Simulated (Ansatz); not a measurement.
**In under changes of volume**

One of the cells (26.540 Å³/atom); the others are scaled copies at fixed shape and fractional positions:

```
CELL_PARAMETERS angstrom
3.33548 0.00000 0.00000
-1.66774 2.88861 0.00000
0.00000 0.00000 5.50914
ATOMIC_POSITIONS crystal
In 0.66667 0.33333 0.75000
In 0.33333 0.66667 0.25000
```

This isn't the form of In at room conditions, which is tetragonal.

| Property | Result |
| --- | --- |
| Program | Ansatz 0.2.0 |
| Functional | HSE06 |
| Potentials or basis | Ansatz PAW |
| Cutoff | 420 eV (not typed: the program's choice for these potentials) |
| k mesh | 6 × 6 × 4 |
| Occupations | fermi-dirac, width 0.05 eV |
| Spin | no spin polarisation |

```csv
volume (Å³/atom),energy over the lowest point (meV/atom),pressure (GPa)
24.948,15.55,3.2
25.478,6.90,2.1
26.009,1.85,1.0
26.540,0.00,0.1
27.071,0.98,-0.7
27.602,4.45,-1.4
28.133,?,?
```

Q: What does the run at 28.133 Å³/atom give?

A: Energy over the lowest point 10.16 meV/atom; pressure -2.0 GPa.

Worked out: A Birch-Murnaghan fit of order 3 (a polynomial in V^(-2/3)) to the other rows has its minimum at 26.61 Å³/atom with B0 = V·E''(V) = 42 GPa and B' = 5.2 at fixed shape and positions, which overstates the stiffness. It gives 10.13 meV/atom at 28.133 Å³/atom, against the run's 10.16, and -dE/dV = -2.0 GPa, against -2.0.

Energies are extrapolated to zero smearing.

Caveats: some runs use coarse meshes; the PAW data sets come from PBE, with cores solved anew for the run's functional, which leaves a small shift of forces and pressure; the thresholds are loose for stress.
